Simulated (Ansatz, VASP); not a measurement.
Mo: VASP beside Ansatz

```
Mo
1.0
    -1.60930    1.60930    1.60930
     1.60930   -1.60930    1.60930
     1.60930    1.60930   -1.60930
Mo
1
Direct
  0.00000 0.00000 0.00000
```

Alike in both runs: task single point; functional PBE; k mesh 13 × 13 × 13; occupations fermi-dirac, width 0.1 eV; no spin polarisation.

|  | VASP | Ansatz |
| --- | --- | --- |
| version | VASP 6.6.1 | Ansatz 0.2.0 |
| potentials or method | VASP PAW PBE potentials, release 64 (Mo_sv) | plane waves, PAW |
| plane-wave cutoff (eV) | 520 | 500 |
| valence electrons in the cell | 14 | 14 |

Ansatz gave:

* pressure (GPa): -12.6

Task: Which values does VASP return?

Result: Pressure (GPa): -12.2.

With one functional, cell and mesh, what is left measures potentials, basis and numerics.
